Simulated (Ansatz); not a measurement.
**Calculated O-17 NMR of the central transition for Al2O3 at a changed volume**

Cell: a refined structure from the COD, relaxed with PBE at fixed cell and then changed (volume scaled by 0.98, ions relaxed).

Space group R-3c:H (No. 167); a = 4.7285, c = 12.9084 Å, γ = 120.00°.

```csv
site,Wyckoff,site symmetry,x,y,z
Al,12c,3.,0.0000,0.0000,0.8520
O,18e,.2,0.9733,0.3333,0.0833
```

One atom of each set is listed; the run and its k-mesh use a cell of 10 atoms with edges of 5.10, 5.10, 5.10 Å.

Computed with Ansatz: DFT, PBE, plane waves and PAW, scalar-relativistic, 420 eV cutoff, Γ-centred 8×8×8 k-points, Fermi–Dirac smearing 0.02 eV.

O-17 has I = 5/2 and Q = -25.58 mb (Pyykkö 2018); at 7.05 T its Larmor frequency is ν₀ = 40.7 MHz. Only the quadrupole interaction is simulated: positions count from each site's isotropic chemical shift, and J coupling is left out, as are shift anisotropy and dipolar coupling, which fast spinning averages.

Problem. Give C_Q, η, the quadrupolar product P_Q = |C_Q|(1 + η²/3)^½, the second-order isotropic shift and the breadth of the pattern (fast magic-angle spinning) for each O site.

Solution. 

```tsv
site	first shell	C_Q (MHz)	η	P_Q (MHz)	δ_QIS (ppm)	breadth (kHz)
O	4 Al at 1.84–1.96 Å; also 2 Al at 3.20 Å	2.34	0.50	2.44	-21.6	2.04
```

δ_QIS = −(ν_Q²/30ν₀²)[I(I+1) − 3/4](1 + η²/3) × 10⁶ ppm with ν_Q = 3|C_Q|/[2I(2I−1)]; it falls as 1/B₀² in ppm, and the breadth as 1/B₀ in kHz.

At this changed cell the PBE pressure is 13 GPa.
